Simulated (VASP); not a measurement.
Set up this calculation in VASP 6.6.1, as the native input.

| Property | Result |
| --- | --- |
| Task | work function |
| Functional | PBE |
| Potentials or basis | VASP PAW PBE potentials, release 64 (Ga_d, N) |
| Cutoff | 520 eV |
| k mesh | 12 × 12 × 1 |
| Occupations | gaussian, width 0.03 eV |
| Spin | non-collinear spin, zero start, spin-orbit coupling |
| Starting moments | [[0.0, 0.0, 0.0], [0.0, 0.0, 0.0]] μB |
| Dipole correction | yes |
| Further INCAR settings | ALGO = Normal; EDIFF = 1e-07 |

The structure of GaN lies in POSCAR:

```
GaN                                     
1.0
    3.2042023315      0.0000000000      0.0000000000
   -1.6021011658      2.7749206159      0.0000000000
    0.0000000000      0.0000000000     16.0000000000
  Ga              N             
     1     1
Direct
     0.3333330000000032    0.6666669999999968    0.5000000000000000
     0.6666669999999968    0.3333330000000032    0.5000000000000000
```

The cell was built by a generator and needn't be a form met in nature.

One way to write it, as run:

INCAR

```
PREC = Accurate
ENCUT = 520
EDIFF = 1E-7
ISMEAR = 0
SIGMA = 0.03
LREAL = F
LASPH = T
NELM = 60
ALGO = Normal
ISIF = 2
LWAVE = F
LCHARG = T
MAGMOM = 0 0 0 0 0 0
LORBIT = 11
LSORBIT = T
GGA_COMPAT = F
LDIPOL = T
IDIPOL = 3
DIPOL = 0.5 0.5 0.500
GGA = PE
LVHAR = T
LVACPOTAV = T
KPAR = 4
```

KPOINTS

```
regular mesh
0
Gamma
  12 12 1
```

Potentials or basis: VASP PAW PBE potentials, release 64 (Ga_d, N).

The run is started by

```console
$ cat potpaw_PBE.64/Ga_d/POTCAR potpaw_PBE.64/N/POTCAR > POTCAR
$ mpirun -np 4 vasp_ncl > vasp.out
```

Results of the run:

The net moment is 0.00 μB per cell. The valence electrons inside the program's atomic spheres are Ga 11.90; N 3.73, the work function of the upper face is 5.16 eV and the work function of the lower face is 5.16 eV.

Wall time 2.5 min on 4 MPI ranks on Intel(R) Xeon(R) Platinum 8488C (Sapphire Rapids) (shared host), peak memory 0.62 GiB a rank.
